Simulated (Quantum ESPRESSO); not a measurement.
# FeO (Wuestite) (Fm-3m) in Quantum ESPRESSO: convergence with k mesh

Aim: find how far k mesh must go before the results for FeO (Wuestite) settle, at PBEsol. This setting moves, with any that are tied to it; all else stays.

All numbers are computed with Quantum ESPRESSO 7.5; they aren't measurements. Logs are shortened: lines on timing, memory, paths and dates and some standing lists are left out, and cuts for length are marked.

## (1) Starting point

The structure is cubic, space group Fm-3m (No. 225). The conventional cell has a = 4.311 Å, b = 4.311 Å, c = 4.311 Å, α = 90.00°, β = 90.00°, γ = 90.00°. Around Fe (site symmetry m-3m) lie 6 O at 2.16 Å. O (site symmetry m-3m) is surrounded by 6 Fe at 2.16 Å.

## (2) With k mesh 2 × 2 × 2

pw.in

```
&CONTROL
  calculation = 'scf'
  prefix = 'pwscf'
  outdir = './tmp'
  pseudo_dir = './pseudo'
  tprnfor = .true.
  tstress = .true.
  disk_io = 'nowf'
/
&SYSTEM
  ibrav = 0
  nat = 2
  ntyp = 2
  ecutwfc = 90
  nbnd = 21
  occupations = 'smearing'
  smearing = 'mv'
  degauss = 0.00734986
  nspin = 2
  starting_magnetization(1) = 0.1875
  starting_magnetization(2) = 0
/
&ELECTRONS
  conv_thr = 4d-10
  electron_maxstep = 120
  mixing_beta = 0.3
/
ATOMIC_SPECIES
Fe    55.8450 Fe.upf
O     15.9990 O.upf
CELL_PARAMETERS angstrom
   0.0000000000    2.1554000000    2.1554000000
   2.1554000000    0.0000000000    2.1554000000
   2.1554000000    2.1554000000    0.0000000000
ATOMIC_POSITIONS crystal
Fe     0.0000000000    0.0000000000    0.0000000000
O      0.5000000000    0.5000000000    0.5000000000
K_POINTS automatic
2 2 2 0 0 0
```

Potentials or basis: PseudoDojo 0.4.1 SR PBEsol standard.

Run with:

```
OMP_NUM_THREADS=1 pw.x -in pw.in > pw.out
```

pw.out:

```text
This program is part of the open-source Quantum ESPRESSO suite
     for quantum simulation of materials; please cite
[... 9 lines left out ...]
     --------------------
     sticks:   dense  smooth     PW     G-vecs:    dense   smooth      PW
     Sum         823     823    241                15593    15593    2445

     Using Slab Decomposition

     bravais-lattice index     =            0
     lattice parameter (alat)  =       5.7603  a.u.
     unit-cell volume          =     135.1482 (a.u.)^3
     number of atoms/cell      =            2
     number of atomic types    =            2
     number of electrons       =        22.00
     number of Kohn-Sham states=           21
     kinetic-energy cutoff     =      90.0000  Ry
     charge density cutoff     =     360.0000  Ry
     scf convergence threshold =      4.0E-10
     mixing beta               =       0.3000
     number of iterations used =            8  plain     mixing
     Exchange-correlation= PBESOL
                           (   1   4  10   8   0   0   0)

     celldm(1)=   5.760255  celldm(2)=   0.000000  celldm(3)=   0.000000
     celldm(4)=   0.000000  celldm(5)=   0.000000  celldm(6)=   0.000000

     crystal axes: (cart. coord. in units of alat)
               a(1) = (   0.000000   0.707107   0.707107 )
               a(2) = (   0.707107   0.000000   0.707107 )
               a(3) = (   0.707107   0.707107   0.000000 )

     reciprocal axes: (cart. coord. in units 2 pi/alat)
               b(1) = ( -0.707107  0.707107  0.707107 )
               b(2) = (  0.707107 -0.707107  0.707107 )
               b(3) = (  0.707107  0.707107 -0.707107 )

     PseudoPot. # 1 for Fe read from file:
     Fe.upf
     Pseudo is Norm-conserving + core correction, Zval = 16.0
     Generated using ONCVPSP code by D. R. Hamann
     Using radial grid of 1426 points,  6 beta functions with:
                l(1) =   0
                l(2) =   0
                l(3) =   1
                l(4) =   1
                l(5) =   2
                l(6) =   2

     PseudoPot. # 2 for O  read from file:
     O.upf
     Pseudo is Norm-conserving + core correction, Zval =  6.0
     Generated using ONCVPSP code by D. R. Hamann
     Using radial grid of  936 points,  5 beta functions with:
                l(1) =   0
                l(2) =   0
                l(3) =   1
                l(4) =   1
                l(5) =   2

     atomic species   valence    mass     pseudopotential
     Fe               16.00    55.84500     Fe( 1.00)
     O                 6.00    15.99900     O ( 1.00)

     Starting magnetic structure
     atomic species   magnetization
     Fe              0.188
     O               0.000

     48 Sym. Ops., with inversion, found

   Cartesian axes

     site n.     atom                  positions (alat units)
         1        Fe     tau(   1) = (   0.0000000   0.0000000   0.0000000  )
         2        O      tau(   2) = (   0.7071068   0.7071068   0.7071068  )

     number of k points=     3  Marzari-Vanderbilt smearing, width (Ry)=  0.0073
                       cart. coord. in units 2pi/alat
        k(    1) = (   0.0000000   0.0000000   0.0000000), wk =   0.1250000
        k(    2) = (  -0.3535534  -0.3535534   0.3535534), wk =   0.5000000
        k(    3) = (  -0.7071068   0.0000000   0.0000000), wk =   0.3750000

     Dense  grid:    15593 G-vectors     FFT dimensions: (  36,  36,  36)

     Generating pointlists ...
     new r_m :   0.2917 (alat units)  1.6802 (a.u.) for type    1
     new r_m :   0.2917 (alat units)  1.6802 (a.u.) for type    2

     Initial potential from superposition of free atoms

     starting charge      21.9996, renormalised to      22.0000
     Starting wfcs are   14 randomized atomic wfcs +    7 random wfcs

     Self-consistent Calculation

     iteration #  1     ecut=    90.00 Ry     beta= 0.30
     Davidson diagonalization with overlap
     ethr =  1.00E-02,  avg # of iterations =  5.7
     Minimization algorithm failed to find Fermi energy: reverting to bisection
     Possible cause: smearing is larger than the electronic band-gap.

     total energy              =    -283.26789666 Ry
     estimated scf accuracy    <       0.34286801 Ry

     total magnetization       =     4.20 Bohr mag/cell
     absolute magnetization    =     4.20 Bohr mag/cell

     iteration #  2     ecut=    90.00 Ry     beta= 0.30
     Davidson diagonalization with overlap
     ethr =  1.56E-03,  avg # of iterations =  1.3

     total energy              =    -283.28436675 Ry
     estimated scf accuracy    <       0.19418521 Ry

     total magnetization       =     2.30 Bohr mag/cell
     absolute magnetization    =     2.44 Bohr mag/cell

     iteration #  3     ecut=    90.00 Ry     beta= 0.30
     Davidson diagonalization with overlap
     ethr =  8.83E-04,  avg # of iterations =  1.0

     total energy              =    -283.32067183 Ry
     estimated scf accuracy    <       0.06704624 Ry

     total magnetization       =     3.98 Bohr mag/cell
     absolute magnetization    =     3.98 Bohr mag/cell

     iteration #  4     ecut=    90.00 Ry     beta= 0.30
     Davidson diagonalization with overlap
     ethr =  3.05E-04,  avg # of iterations =  1.0

     total energy              =    -283.32664108 Ry
     estimated scf accuracy    <       0.02156015 Ry

     total magnetization       =     4.00 Bohr mag/cell
     absolute magnetization    =     4.00 Bohr mag/cell

     iteration #  5     ecut=    90.00 Ry     beta= 0.30
     Davidson diagonalization with overlap
     ethr =  9.80E-05,  avg # of iterations =  1.0

     total energy              =    -283.33243665 Ry
     estimated scf accuracy    <       0.00872748 Ry

     total magnetization       =     3.99 Bohr mag/cell
     absolute magnetization    =     3.99 Bohr mag/cell
[... 75 lines left out ...]
     total energy              =    -283.33439289 Ry
     estimated scf accuracy    <       0.00000085 Ry

     total magnetization       =     4.12 Bohr mag/cell
     absolute magnetization    =     4.14 Bohr mag/cell

     iteration # 14     ecut=    90.00 Ry     beta= 0.30
     Davidson diagonalization with overlap
     ethr =  3.78E-09,  avg # of iterations =  1.2

     total energy              =    -283.33439303 Ry
     estimated scf accuracy    <          1.5E-09 Ry

     total magnetization       =     4.12 Bohr mag/cell
     absolute magnetization    =     4.14 Bohr mag/cell

     iteration # 15     ecut=    90.00 Ry     beta= 0.30
     Davidson diagonalization with overlap
     ethr =  6.68E-12,  avg # of iterations =  2.0

     total energy              =    -283.33439303 Ry
     estimated scf accuracy    <          1.4E-09 Ry

     total magnetization       =     4.12 Bohr mag/cell
     absolute magnetization    =     4.14 Bohr mag/cell

     iteration # 16     ecut=    90.00 Ry     beta= 0.30
     Davidson diagonalization with overlap
     ethr =  6.39E-12,  avg # of iterations =  1.2

     Magnetic moment per site  (integrated on atomic sphere of radius R)
     atom   1 (R=0.292)  charge= 13.5226  magn=  3.5317
     atom   2 (R=0.292)  charge=  5.8704  magn=  0.3868

     End of self-consistent calculation

 ------ SPIN UP ------------

          k = 0.0000 0.0000 0.0000 (  1917 PWs)   bands (ev):

   -75.2235 -41.4900 -41.4900 -41.4900  -5.9065  10.2609  10.2609  10.2609
    10.6579  10.6579  10.9272  10.9272  10.9272  14.5506  29.4897  31.2614
    31.2614  31.2614  34.9596  34.9596  34.9596

          k =-0.3536-0.3536 0.3536 (  1946 PWs)   bands (ev):

   -75.2180 -41.5434 -41.4972 -41.4972  -4.6593   5.7336   7.8750   7.8750
    11.0818  11.0818  11.7277  14.2139  14.2139  18.4067  22.9837  26.8392
    26.8392  33.6831  37.4355  37.4355  37.9397

          k =-0.7071 0.0000 0.0000 (  1964 PWs)   bands (ev):

   -75.2162 -41.5386 -41.5100 -41.5100  -4.7022   7.2122   9.3619   9.7153
     9.7153  11.0470  11.3256  11.3256  11.5728  19.6447  23.2042  24.9523
    29.0848  29.0848  40.1014  42.4150  44.0562

 ------ SPIN DOWN ----------

          k = 0.0000 0.0000 0.0000 (  1917 PWs)   bands (ev):

   -71.2834 -37.3851 -37.3851 -37.3851  -5.2778  11.6169  11.6169  11.6169
    13.8117  13.8117  13.8117  14.5102  14.5102  15.3592  29.5848  32.2773
    32.2773  32.2773  36.4002  36.4002  36.4002

          k =-0.3536-0.3536 0.3536 (  1946 PWs)   bands (ev):

   -71.2770 -37.4516 -37.3937 -37.3937  -3.9852   6.5784   9.5402   9.5402
    14.9756  14.9756  15.2311  17.3099  17.3099  18.9144  24.1576  27.6136
    27.6136  34.7592  38.3775  38.4075  38.4075

          k =-0.7071 0.0000 0.0000 (  1964 PWs)   bands (ev):

   -71.2749 -37.4451 -37.4096 -37.4096  -3.9852   7.7602  10.3655  10.3655
    12.3830  15.0582  15.3341  15.3341  15.5206  20.8416  23.9317  26.3497
    30.0394  30.0394  41.1640  42.7702  44.2851

     the Fermi energy is    14.5601 ev

!    total energy              =    -283.33439303 Ry
     estimated scf accuracy    <          1.4E-10 Ry
     smearing contrib. (-TS)   =      -0.00029681 Ry
     internal energy E=F+TS    =    -283.33409623 Ry

     The total energy is F=E-TS. E is the sum of the following terms:
     one-electron contribution =    -124.69042335 Ry
     hartree contribution      =      74.98065936 Ry
     xc contribution           =     -43.59677622 Ry
     ewald contribution        =    -190.02755602 Ry

     total magnetization       =     4.12 Bohr mag/cell
     absolute magnetization    =     4.14 Bohr mag/cell

     convergence has been achieved in  16 iterations

     Forces acting on atoms (cartesian axes, Ry/au):

     atom    1 type  1   force =     0.00000000   -0.00000000    0.00000000
     atom    2 type  2   force =    -0.00000000    0.00000000   -0.00000000

     Total force =     0.000000     Total SCF correction =     0.000000

     Computing stress (Cartesian axis) and pressure

          total   stress  (Ry/bohr**3)                   (kbar)     P=      -58.50
  -0.00039766  -0.00000000  -0.00000000          -58.50       -0.00       -0.00
  -0.00000000  -0.00039766  -0.00000000           -0.00      -58.50       -0.00
  -0.00000000  -0.00000000  -0.00039766           -0.00       -0.00      -58.50

=------------------------------------------------------------------------------=
   JOB DONE.
=------------------------------------------------------------------------------=
```

Wall time 5.4 s (1 thread of Arm Neoverse V2, shared host); peak memory 0.05 GiB.

Results:

```yaml
Free_energy: -3854.9608 eV
Pressure: -5.8 GPa
Band_gap_on_the_k_mesh: none (metal or under the smearing width)
Net_moment: 4.12 μB per cell
Absolute_moment: 4.14 μB per cell
Site_moments: Fe +3.53; O +0.39 μB
Valence_electrons_inside_the_program's_atomic_spheres: Fe 13.52; O 5.87
```

## (3) With k mesh 3 × 3 × 3

Edit pw.in of step 2 so:

```diff
@@ -38,2 +38,2 @@
 K_POINTS automatic
-2 2 2 0 0 0
+3 3 3 0 0 0
```

Potentials or basis: PseudoDojo 0.4.1 SR PBEsol standard.

Run with:

```
OMP_NUM_THREADS=1 pw.x -in pw.in > pw.out
```

Wall time 6.4 s (1 thread of Arm Neoverse V2, shared host); peak memory 0.05 GiB.

What came out:

```yaml
Free_energy: -3855.3955 eV
Pressure: -6.4 GPa
Band_gap_on_the_k_mesh: none (metal or under the smearing width)
Net_moment: 4.08 μB per cell
Absolute_moment: 4.08 μB per cell
Site_moments: Fe +3.48; O +0.35 μB
Valence_electrons_inside_the_program's_atomic_spheres: Fe 13.53; O 5.83
```

## (4) With k mesh 5 × 5 × 5

Edit pw.in of step 3 so:

```diff
@@ -38,2 +38,2 @@
 K_POINTS automatic
-3 3 3 0 0 0
+5 5 5 0 0 0
```

Run with:

```
OMP_NUM_THREADS=1 pw.x -in pw.in > pw.out
```

Wall time 13 s (1 thread of Arm Neoverse V2, shared host); peak memory 0.06 GiB.

Results:

* Free energy: -3855.5266 eV
* Pressure: -8.9 GPa
* Band gap on the k mesh: none (metal or under the smearing width)
* Net moment: 4.02 μB per cell
* Absolute moment: 4.03 μB per cell
* Site moments: Fe +3.46; O +0.33 μB
* Valence electrons inside the program's atomic spheres: Fe 13.54; O 5.82

## (5) With k mesh 7 × 7 × 7

Edit pw.in of step 4 so:

```diff
@@ -38,2 +38,2 @@
 K_POINTS automatic
-5 5 5 0 0 0
+7 7 7 0 0 0
```

Run with:

```
OMP_NUM_THREADS=1 pw.x -in pw.in > pw.out
```

It took 24 s on 1 thread of Arm Neoverse V2, shared host; peak memory 0.07 GiB.

Results:

* Free energy: -3855.5248 eV
* Pressure: -9.2 GPa
* Band gap on the k mesh: none (metal or under the smearing width)
* Net moment: 4.01 μB per cell
* Absolute moment: 4.02 μB per cell
* Site moments: Fe +3.46; O +0.32 μB
* Valence electrons inside the program's atomic spheres: Fe 13.54; O 5.82

## (6) With k mesh 8 × 8 × 8

Edit pw.in of step 5 so:

```diff
@@ -38,2 +38,2 @@
 K_POINTS automatic
-7 7 7 0 0 0
+8 8 8 0 0 0
```

Potentials or basis: PseudoDojo 0.4.1 SR PBEsol standard.

Run with:

```
OMP_NUM_THREADS=1 pw.x -in pw.in > pw.out
```

It took 32 s on 1 thread of Arm Neoverse V2, shared host; peak memory 0.08 GiB.

Results (log left out):

* Free energy: -3855.5186 eV
* Pressure: -9.1 GPa
* Band gap on the k mesh: none (metal or under the smearing width)
* Net moment: 4.00 μB per cell
* Absolute moment: 4.02 μB per cell
* Site moments: Fe +3.46; O +0.32 μB
* Valence electrons inside the program's atomic spheres: Fe 13.54; O 5.82

## (7) With k mesh 10 × 10 × 10

Edit pw.in of step 6 so:

```diff
@@ -38,2 +38,2 @@
 K_POINTS automatic
-8 8 8 0 0 0
+10 10 10 0 0 0
```

Run with:

```
OMP_NUM_THREADS=1 pw.x -in pw.in > pw.out
```

Run time: 56 s. Hardware: 1 thread of Arm Neoverse V2, shared host; peak memory 0.11 GiB.

It converged, with:

* Free energy: -3855.5229 eV
* Pressure: -9.2 GPa
* Band gap on the k mesh: none (metal or under the smearing width)
* Net moment: 4.00 μB per cell
* Absolute moment: 4.02 μB per cell
* Site moments: Fe +3.46; O +0.32 μB
* Valence electrons inside the program's atomic spheres: Fe 13.54; O 5.82

## (8) With k mesh 11 × 11 × 11

Edit pw.in of step 7 so:

```diff
@@ -38,2 +38,2 @@
 K_POINTS automatic
-10 10 10 0 0 0
+11 11 11 0 0 0
```

Run with:

```
OMP_NUM_THREADS=1 pw.x -in pw.in > pw.out
```

Run time: 61 s. Hardware: 1 thread of Arm Neoverse V2, shared host; peak memory 0.12 GiB.

Results (log left out):

```
Free energy                                           : -3855.5204 eV
Pressure                                              : -9.2 GPa
Band gap on the k mesh                                : none (metal or under the smearing width)
Net moment                                            : 4.00 μB per cell
Absolute moment                                       : 4.02 μB per cell
Site moments                                          : Fe +3.46; O +0.32 μB
Valence electrons inside the program's atomic spheres : Fe 13.54; O 5.82
```

## (9) With k mesh 13 × 13 × 13

Edit pw.in of step 8 so:

```diff
@@ -38,2 +38,2 @@
 K_POINTS automatic
-11 11 11 0 0 0
+13 13 13 0 0 0
```

Potentials or basis: PseudoDojo 0.4.1 SR PBEsol standard.

Run with:

```
OMP_NUM_THREADS=1 pw.x -in pw.in > pw.out
```

It took 98 s on 1 thread of Arm Neoverse V2, shared host; peak memory 0.15 GiB.

The run converged. Its results:

* Free energy: -3855.5221 eV
* Pressure: -9.3 GPa
* Band gap on the k mesh: none (metal or under the smearing width)
* Net moment: 4.00 μB per cell
* Absolute moment: 4.01 μB per cell
* Site moments: Fe +3.46; O +0.32 μB
* Valence electrons inside the program's atomic spheres: Fe 13.54; O 5.82

## (10) With k mesh 15 × 15 × 15

Edit pw.in of step 9 so:

```diff
@@ -38,2 +38,2 @@
 K_POINTS automatic
-13 13 13 0 0 0
+15 15 15 0 0 0
```

Run with:

```
OMP_NUM_THREADS=1 pw.x -in pw.in > pw.out
```

It took 2.3 min on 1 thread of Arm Neoverse V2, shared host; peak memory 0.2 GiB.

It converged, with:

| Item | Value |
| --- | --- |
| Free energy | -3855.5218 eV |
| Pressure | -9.3 GPa |
| Band gap on the k mesh | none (metal or under the smearing width) |
| Net moment | 4.00 μB per cell |
| Absolute moment | 4.01 μB per cell |
| Site moments | Fe +3.46; O +0.32 μB |
| Valence electrons inside the program's atomic spheres | Fe 13.54; O 5.82 |

## (11) Summary

```tsv
k mesh	energy less the tightest run, at zero smearing (meV/atom)	pressure (GPa)	absolute moment (μB)	SCF cycles	CPU time (s)	peak memory (GiB)
2 × 2 × 2	280.52	-5.85	4.14	16	5.4	0.05
3 × 3 × 3	63.19	-6.43	4.08	14	6.4	0.05
5 × 5 × 5	-2.40	-8.94	4.03	12	13	0.06
7 × 7 × 7	-1.49	-9.19	4.02	12	24	0.07
8 × 8 × 8	1.64	-9.12	4.02	11	32	0.08
10 × 10 × 10	-0.55	-9.23	4.02	12	56	0.11
11 × 11 × 11	0.71	-9.22	4.02	11	61	0.12
13 × 13 × 13	-0.12	-9.27	4.01	12	98	0.15
15 × 15 × 15	0.00	-9.27	4.01	12	140	0.2
```

Against the tightest run, the energy stays within 1 meV/atom from 10 × 10 × 10 on; the pressure stays within 0.1 GPa from 10 × 10 × 10 on; the absolute moment stays within 0.02 μB from 5 × 5 × 5 on. Meshes of other sizes hit other points, so gaps and Fermi surfaces needn't settle smoothly. The tightest run that finished is the yardstick and may itself not be fully converged.

Caveats: a cell with one magnetic atom can't hold antiferromagnetic order, which such compounds often take; semilocal functionals often make such compounds metallic where correlation or magnetic order opens a gap, which also shifts bond lengths.
